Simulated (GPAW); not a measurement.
The system is CsSnI3.

```
Cs I Sn
1.0
     6.20570    0.00000    0.00000
     0.00000    6.20570    0.00000
     0.00000    0.00000    6.20570
Cs I Sn
1 3 1
Direct
  0.00000 0.00000 0.00000
  0.50000 0.50000 0.00000
  0.50000 0.00000 0.50000
  0.00000 0.50000 0.50000
  0.50000 0.50000 0.50000
```

* Program: GPAW 26.7.0
* Task: relaxation of cell and atoms
* Functional: PBEsol
* Dispersion: D4
* Potentials or basis: PAW data sets generated in the run's folder for this functional
* Cutoff: 600 eV
* Basis: pw
* k mesh: 5 × 5 × 5
* Occupations: fermi-dirac, width 0.05 eV
* Spin: no spin polarisation

At the start: pressure -1.2 GPa; volume 47.80 Å³/atom.

Q: Where does the relaxation end?

A: Over 4 steps the energy falls by 5.0 meV/atom and the volume is 44.62 Å³/atom (-6.6 %); space group Pm-3m (No. 221, to 0.05 Å).

Step by step:
```csv
step,energy change (eV),largest force (eV/Å),pressure (GPa),volume (Å³)
1,0.0000,0.0000,-1.17,238.99
2,-0.0051,0.0000,-1.13,238.27
3,-0.0238,0.0000,0.17,221.10
4,-0.0248,0.0000,-0.01,223.10
```

Final structure:
```
Cs I Sn
1.0
     6.06499    0.00000    0.00000
     0.00000    6.06499    0.00000
     0.00000    0.00000    6.06499
Cs I Sn
1 3 1
Direct
  0.00000 0.00000 0.00000
  0.50000 0.50000 0.00000
  0.50000 0.00000 0.50000
  0.00000 0.50000 0.50000
  0.50000 0.50000 0.50000
```

Caveat: later steps reuse the first step's grids.
